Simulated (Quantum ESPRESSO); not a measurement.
# HfN under changes of volume

One of the cells (11.482 Å³/atom); the others are scaled copies at fixed shape and fractional positions:

```
CELL_PARAMETERS angstrom
0.00000 2.25600 2.25600
2.25600 0.00000 2.25600
2.25600 2.25600 0.00000
ATOMIC_POSITIONS crystal
Hf 0.00000 0.00000 0.00000
N 0.50000 0.50000 0.50000
```

| Item | Value |
| --- | --- |
| Program | Quantum ESPRESSO 7.5 |
| Functional | rev-vdW-DF2 |
| Potentials or basis | PseudoDojo 0.4.1 SR PBE standard |
| Cutoff | 1143 eV |
| Density cutoff | 4572 eV |
| k mesh | 10 × 10 × 10 |
| Occupations | fermi-dirac, width 0.05 eV |
| Spin | no spin polarisation |

| volume (Å³/atom) | energy over the lowest point (meV/atom) | pressure (GPa) |
| --- | --- | --- |
| 10.793 | 51.06 | 22.5 |
| 11.023 | 24.26 | 15.0 |
| 11.252 | 7.58 | 8.4 |
| 11.482 | 0.00 | 2.3 |
| 11.712 | 0.61 | -3.1 |
| 11.941 | ? | ? |
| 12.171 | 23.17 | -12.3 |

Question: What does the run at 11.941 Å³/atom give?

Answer: Energy over the lowest point 8.58 meV/atom; pressure -7.9 GPa.

Worked out: A Birch-Murnaghan fit of order 3 (a polynomial in V^(-2/3)) to the other rows has its minimum at 11.58 Å³/atom with B0 = V·E''(V) = 275 GPa and B' = 4.3. It gives 8.55 meV/atom at 11.941 Å³/atom, against the run's 8.58, and -dE/dV = -7.9 GPa, against -7.9.

Energies are extrapolated to zero smearing.

Caveats: the potentials were made for another functional, which shifts forces and pressure.
